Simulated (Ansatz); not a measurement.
# How far is PAW off for Ga?

```
Ga
1.0
     1.38300   -4.02650    0.00000
     1.38300    4.02650    0.00000
    -0.11745    0.00000    3.32993
Ga
2
Direct
  0.86900 0.13100 0.25000
  0.13100 0.86900 0.75000
```

Atom numbers follow the list: Ga1, Ga2.

The structure is an experimental refinement, used without relaxation.

Methods: DFT, PBEsol, PAW with Ansatz's default frozen-core files, scalar-relativistic (Ansatz 0.2.0); DFT, PBEsol, all-electron LAPW, scalar-relativistic (Ansatz 0.2.0).

For PAW: a Γ-centred 14×14×11 k mesh, Fermi–Dirac smearing of 0.05 eV, cutoff 420 eV, no spin polarisation; the PAW files were made with PBE, and the program remakes their frozen cores for this functional. LAPW targets a basis error of 0.5 meV/atom. The Ansatz runs share mesh, smearing and spin set-up. Plane-wave (PAW) pressures include the program's estimate of the Pulay term.

Stress and pressure are positive in compression.

Levels count from the Fermi level.

PAW results:

```
                       quantity     PAW
                 pressure (GPa)   -1.86
                stress xx (GPa)   -1.89
                stress yy (GPa)   -1.76
                stress zz (GPa)   -1.95
         force on Ga1, y (eV/Å)   0.183
highest filled level at V2 (eV)  -0.006
  lowest empty level at V2 (eV)   5.767
 highest filled level at M (eV)  -4.406
   lowest empty level at M (eV)  10.827
 highest filled level at Γ (eV)  -1.631
   lowest empty level at Γ (eV)   1.621
```

(1) What does full-potential LAPW give for the same quantities?

Results:

(1) 
```csv
quantity,LAPW
pressure (GPa),-1.83
stress xx (GPa),-1.86
stress yy (GPa),-1.73
stress zz (GPa),-1.91
"force on Ga1, y (eV/Å)",0.182
highest filled level at V2 (eV),-0.005
lowest empty level at V2 (eV),5.770
highest filled level at M (eV),-4.406
lowest empty level at M (eV),10.835
highest filled level at Γ (eV),-1.631
lowest empty level at Γ (eV),1.621
```
